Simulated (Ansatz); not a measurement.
TaS2, 3 atoms in the cell. The structure is trigonal, space group P-3m1 (No. 164). The conventional cell has a = 3.350 Å, b = 3.350 Å, c = 5.860 Å, α = 90.00°, β = 90.00°, γ = 120.00°. Around Ta (site symmetry -3m) lie 6 S at 2.43 Å. S (site symmetry 3m) has 3 Ta at 2.43 Å as nearest neighbours. 

```yaml
Program: Ansatz 0.2.0
Task: density of states
Functional: revPBE
Potentials_or_basis: all-electron LAPW, point nuclei
Cutoff: 258 eV (chosen from the basis error)
Basis_error_allowed: 0.002 eV/atom
Occupations: methfessel-paxton, width 0.01 eV
Spin: collinear spin, program default start
Fixed_moment: 1 μB
Hubbard_terms: Ta d U = 4.5 eV
Start_of_the_occupations: auto
Double_counting: fll
Hubbard_projectors: ortho-atomic
Search_for_lower_states: off
Scf_n_extra_bands: 2
```

Potentials or basis: all-electron LAPW, point nuclei.

Command:

```sh
$ ansatz run input.yaml --threads 2 --pin off --max-ram 6144MiB --backend cpu --events-out ev --progress --plain --runs-dir out
```

Hardware: 2 threads of Arm Neoverse V2 (shared host).

**Question.** Estimate the wall time of this run.

**Answer.** Run time: 30 s on 2 threads of Arm Neoverse V2 (shared host), peak memory 0.61 GiB. Counts: scf iterations 13, plane waves 549, k points 50, bands 35.
